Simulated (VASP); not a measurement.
Os:

```
CELL_PARAMETERS angstrom
-1.51829 1.51829 1.51829
1.51829 -1.51829 1.51829
1.51829 1.51829 -1.51829
ATOMIC_POSITIONS crystal
Os 0.00000 0.00000 0.00000
```

This isn't the form of Os at room conditions, which is hcp.

```yaml
Program: VASP 6.6.1
Task: relaxation of cell and atoms
Functional: PBEsol
Potentials_or_basis: VASP PAW PBE potentials, release 64 (Os)
Cutoff: 580 eV
k_mesh: 20 × 20 × 20
Occupations: gaussian, width 0.1 eV
Spin: no spin polarisation
```

At the start: pressure 11.2 GPa; volume 14.00 Å³/atom.

Question: Where does the relaxation end?

Answer: Over 4 steps the energy falls by 12.9 meV/atom and the volume is 14.38 Å³/atom (+2.7 %); space group Im-3m (No. 229, to 0.05 Å).

Step by step:
```tsv
step	energy change (eV)	largest force (eV/Å)	pressure (GPa)	volume (Å³)
1	0.0000	0.0000	11.22	14.00
2	0.1865	0.0000	-33.45	16.08
3	-0.0128	0.0000	-0.54	14.40
4	-0.0129	0.0000	-0.02	14.38
```

Final structure:
```cif
data_structure
_symmetry_space_group_name_H-M 'P 1'
_symmetry_Int_Tables_number 1
_cell_length_a 2.6533
_cell_length_b 2.6533
_cell_length_c 2.6533
_cell_angle_alpha 109.471
_cell_angle_beta 109.471
_cell_angle_gamma 109.471
_cell_volume 14.38
loop_
_atom_site_label
_atom_site_type_symbol
_atom_site_fract_x
_atom_site_fract_y
_atom_site_fract_z
_atom_site_occupancy
Os1 Os 0.00000 0.00000 0.00000 1
```

Caveat: the PAW data sets were made with another functional, which shifts forces and pressure a little.
